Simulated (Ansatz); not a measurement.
**GaN (P6_3mc): the dielectric response by several routes**

How strongly does GaN (P6_3mc) screen? Routes: perturbation theory, a sum over states and the RPA step of G0W0.

Program: Ansatz 0.2.0. Level of theory: linear response on PBE, plane waves, PAW. Results are calculated unless marked as measured.

This is a report of a sequence of runs, with most program output left out.

The database entry behind the starting cell has ideal inner coordinates that were not refined, so it need not match the best structure at ambient conditions.

### 1. The starting structure

The structure is hexagonal, space group P6_3mc (No. 186). The conventional cell has a = 3.190 Å, b = 3.190 Å, c = 5.189 Å, α = 90.00°, β = 90.00°, γ = 120.00°. Nearest to Ga lie 4 N at 1.95 Å. Nearest to N lie 4 Ga at 1.95 Å. Farther neighbours and most contacts between anions are not listed.

The cell and positions come from the Crystallography Open Database and are kept as given unless a step says otherwise. The default PAW set here is soft_1. Its files were made with PBE.

### 2. Response to a homogeneous field

The response to a uniform field gives ε∞, a yardstick for the screening that GW builds on its mesh.

This step: dielectric response by perturbation theory, PBE, plane waves, PAW.

File input.yaml:

```yaml
crystal:
  lattice:
    - [3.19, 0.0, 0.0]
    - [-1.595, 2.7626210381, 0.0]
    - [0.0, 0.0, 5.189]
  atoms:
    - { symbol: Ga, position: [0.6666666667, 0.3333333333, 0.0] }
    - { symbol: Ga, position: [0.3333333333, 0.6666666667, 0.5] }
    - { symbol: "N", position: [0.6666666667, 0.3333333333, 0.375] }
    - { symbol: "N", position: [0.3333333333, 0.6666666667, 0.875] }
kpoints:
  mp_grid: { grid: [9, 9, 4] }
hamiltonian:
  xc: pbe
  pseudopotentials: { kind: paw, azcp: { folder: "./paw" } }
scf:
  occupations: { method: fixed }
dielectric: {}
```

The run is started by

```bash
$ ansatz run input.yaml --threads 3 --pin off --max-ram 92160MiB --backend cuda --events-out ev --progress --plain --runs-dir out --devices 1 --max-vram 13GiB
```

Elapsed: 73 s, on 1 × NVIDIA H100 80GB HBM3 (shared by 6 runs) with 3 threads of AMD EPYC 7R13 (Zen 3), shared host; peak memory 2.1 GiB.

Numbers from this step:

* stated error of ε∞: 0.016

One over ε∞ averages 0.17, somewhat under the quarter of exact exchange in PBE0.

High-frequency dielectric tensor:

```
5.79 0.00 0.00
0.00 5.79 0.00
0.00 0.00 5.94
```

Born effective charge (e), principal values of the symmetric part by kind of site:

```csv
atom,atoms with these values,low,middle,high,mean
Ga1,2,2.62,2.62,2.76,2.67
N3,2,-2.76,-2.62,-2.62,-2.67
```

In full for N3:

```
-2.62  0.00  0.00
 0.00 -2.62  0.00
 0.00  0.00 -2.76
```

### 3. Independent-particle spectrum

The independent-particle spectrum shows where the oscillator strength lies, before excitons and local fields.

This step: independent-particle optics on PBE, plane waves, PAW.

input.yaml: that of step 2 with these lines changed.

```diff
@@ -11,3 +11,3 @@
 kpoints:
-  mp_grid: { grid: [9, 9, 4] }
+  mp_grid: { grid: [12, 12, 4] }
 hamiltonian:
@@ -17,2 +17,4 @@
   occupations: { method: fixed }
-dielectric: {}
+  n_extra_bands: 31
+output:
+  optics: { e_range: [0, 25], de: 0.1, sigma: 0.2 }
```

Wall time 47 s (1 × NVIDIA H100 80GB HBM3 (shared by 6 runs) with 3 threads); peak memory 1.4 GiB.

This step gave:

```yaml
eps_infinity_without_local_fields_xx_yy_zz: 5.935, 5.935, 6.065
electrons_in_the_f_sum_xx_yy_zz: 16.81, 16.81, 16.81
bands_in_the_explicit_sum_the_static_value_is_completed_to_all_bands: 49
```

The sum gives ε∞ = 5.94 and 6.06 without local fields.

The ε₂ has structure finer than the step of the table below, so its rows give means over 1 eV, whole bins alone (the curve runs from 0 to 25 eV). Peaks (eV: height): xx=yy 6.6: 7.83, 7.9: 8.76, 9.0: 7.10, 11.0: 7.10; zz 5.9: 9.32, 7.8: 8.08, 9.6: 6.05, 10.7: 9.84, 11.4: 8.64.

Independent particles, no local fields, Gaussian width 0.2 eV. Table of ε₂ by photon energy; means over each step:

```csv
photon energy (eV),xx=yy,zz
1,5.6e-5,1.4e-5
2,0.522,0.486
3,1.32,1.44
4,1.58,1.80
5,2.79,2.67
6,6.33,8.15
7,6.71,7.18
8,7.47,6.43
9,6.34,4.31
10,4.97,5.07
11,6.61,8.46
12,4.83,4.52
13,2.27,1.93
14,1.76,1.63
15,1.18,1.46
16,0.828,0.885
17,0.807,0.631
18,0.691,0.630
19,0.613,0.592
20,0.500,0.569
21,0.522,0.558
22,0.397,0.402
23,0.511,0.485
24,0.409,0.482
```

The loss function has structure finer than the step of the table below, so its rows give means over 0.5 eV, whole bins alone (the curve runs from 0 to 25 eV). Peaks (eV: height): xx=yy 20.20: 2.12, 21.80: 2.37, 23.80: 1.73; zz 21.90: 2.40.

Independent particles, no local fields, Gaussian width 0.2 eV. Table of loss function by photon energy; means over each step:

```csv
photon energy (eV),xx=yy,zz
1.0,0,0
1.5,3.1e-4,1.3e-4
2.0,0.0106,0.00839
2.5,0.0243,0.0233
3.0,0.0295,0.0298
3.5,0.0315,0.0328
4.0,0.0317,0.0339
4.5,0.0311,0.0336
5.0,0.0319,0.0319
5.5,0.0490,0.0363
6.0,0.0721,0.0713
6.5,0.0828,0.0995
7.0,0.111,0.115
7.5,0.0975,0.118
8.0,0.115,0.147
8.5,0.162,0.237
9.0,0.137,0.175
9.5,0.159,0.151
10.0,0.212,0.188
10.5,0.182,0.107
11.0,0.141,0.121
11.5,0.140,0.108
12.0,0.148,0.115
12.5,0.169,0.165
13.0,0.230,0.238
13.5,0.294,0.319
14.0,0.320,0.380
14.5,0.347,0.427
15.0,0.425,0.412
15.5,0.510,0.443
16.0,0.663,0.524
16.5,0.941,0.743
17.0,0.901,0.949
17.5,1.17,1.41
18.0,1.30,1.45
18.5,1.38,1.56
19.0,1.56,1.68
19.5,1.81,1.69
20.0,2.02,1.75
20.5,1.93,1.75
21.0,1.72,1.66
21.5,1.93,1.86
22.0,1.93,2.09
22.5,1.38,1.42
23.0,1.30,1.31
23.5,1.59,1.38
24.0,1.63,1.38
24.5,1.43,1.37
```

Independent particles, no local fields, Gaussian width 0.2 eV. The ε₁ by photon energy:

```csv
photon energy (eV),xx=yy,zz
0,5.85,5.98
1,6.02,6.15
2,6.95,7.16
3,6.56,6.83
4,6.84,7.04
5,8.40,8.39
6,6.64,6.51
7,3.90,3.35
8,1.95,-0.0260
9,1.82,2.80
10,-0.0328,1.57
11,0.378,-0.880
12,-3.11,-4.38
13,-2.16,-2.10
14,-1.55,-1.28
15,-1.18,-1.20
16,-0.774,-0.977
17,-0.508,-0.545
18,-0.231,-0.167
19,-0.153,-0.0438
20,0.00357,0.0462
21,0.184,0.163
22,0.250,0.201
23,0.360,0.367
24,0.292,0.342
25,0.394,0.352
```

### 4. RPA screening from the G0W0 run

G0W0 replaces the xc potential by the self-energy, built once from these orbitals. Only a window of levels is corrected, while the sums run over the empty bands that the input names.

This step: G0W0 on PBE, plane waves, PAW.

input.yaml, the sections that differ from step 3:

```yaml
kpoints:
  mp_grid: { grid: [6, 6, 4] }
scf:
  occupations: { method: fixed }
gw:
  n_empty_bands: 293
  ecut_chi: 200.0
  qp_bands: [v2, c2]
  qp_kpoints: band_edges
  screening: { model: contour_deformation }
# crystal, hamiltonian: as in step 3
# output: removed
```

It took 37 s on 1 × NVIDIA H100 80GB HBM3 (shared by 6 runs) with 3 threads; peak memory 1.5 GiB; 25 s of CPU time.

This step gave:

```yaml
bands_summed: 311
rpa_eps_infinity_on_this_mesh_eigenvalues: 5.962, 5.997, 5.997
plane_waves_in_the_screening_matrix: 311
g0w0_gap_on_the_mesh: 3.048 eV
k_of_the_valence_top: 0, 0, 0
k_of_the_conduction_bottom: 0, 0, 0
starting_gap_on_the_mesh: 1.890 eV
least_direct_g0w0_gap_on_the_computed_points: 3.048 eV
```

The gap on the mesh goes from 1.89 eV to 3.05 eV, a correction of +1.16 eV. Between the two edge states, bare exchange in place of the xc potential would open the gap by 7.86 eV, and correlation takes back 6.70 eV.

Mean over the mesh in bins of 0.25 1/Å. The static inverse dielectric function, diagonal by length of q+G:

```csv
length of q+G (Å⁻¹),"static inverse dielectric function, diagonal"
0.30,0.204
0.47,0.231
0.74,0.287
1.01,0.349
1.26,0.413
1.49,0.468
1.74,0.527
2.01,0.588
2.26,0.640
2.50,0.686
2.74,0.726
3.00,0.764
3.26,0.796
3.50,0.821
3.75,0.845
4.01,0.867
4.26,0.885
4.50,0.902
4.75,0.916
5.00,0.929
5.26,0.940
5.50,0.949
5.75,0.957
6.01,0.964
6.26,0.970
6.50,0.974
6.75,0.978
7.00,0.982
7.19,0.984
```

### 5. The values together

Times are wall times on 1 × NVIDIA H100 80GB HBM3 (shared by 6 runs) with 3 threads of AMD EPYC 7R13 (Zen 3), shared host, good to a factor of about two.

```csv
method,mesh,"ε∞, low",middle,high,mean,time
perturbation theory (local fields and xc kernel),9×9×4 (response on 1152 points),5.79,5.79,5.94,5.84,73 s
sum over states (no local fields),12×12×4,5.94,5.94,6.06,5.98,47 s
"RPA with local fields, on the GW mesh",6×6×4,5.96,6.00,6.00,5.99,37 s
```

### 6. What came out

| Property | Result |
| --- | --- |
| perturbation theory (local fields and xc kernel) | 5.79, 5.79, 5.94 |
| sum over states (no local fields) | 5.94, 5.94, 6.06 |
| RPA with local fields, on the GW mesh | 5.96, 6.00, 6.00 |

**Reading.** Mean Born effective charge: Ga1 2.67, N3 -2.67 e. Distinct peaks of the ε₂ (xx=yy) stand at 6.6, 7.9, 9.0 and 11.0 eV; the one at 7.9 eV is strongest. The most distinct maxima of the loss function (xx=yy) lie at 20.2, 21.8 and 23.8 eV, the highest at 21.8 eV. The sum without local fields gives 5.98 in the mean against 5.84 by perturbation theory; local fields lower ε∞ and the xc kernel gives part of it back, though the sum also carries the error of its own mesh. The RPA values on the 6×6×4 mesh average 1.02 times those of perturbation theory (means 5.99 and 5.84). Without the xc kernel RPA should lie a little lower; it lies higher here. Perturbation theory sums its response on a denser mesh of its own, so the coarser sum of the GW run is the likely cause. PBE usually puts the gap too low, which tends to raise ε∞. Ions are clamped, so the lattice part of the static constant is not in these numbers.

[Paths, hosts, dates, memory and timing lines, banners, echoed tables and standing remarks are left out of the program output.]

[Logs are printed without paths, hosts, clocks, repeated set-up lines and the standing remarks that a program may print on its own settings, such as how far it seeks lower states.]

[Runs of the session that timed out or met a known fault of the program may be left out.]

[Cells called generated may have been cut or substituted from an entry of the Crystallography Open Database or the Materials Project.]

[Hosts, paths, dates, database ids (printed as entryN), source tags and the programs' standing remarks are cut or masked in the printed files.]
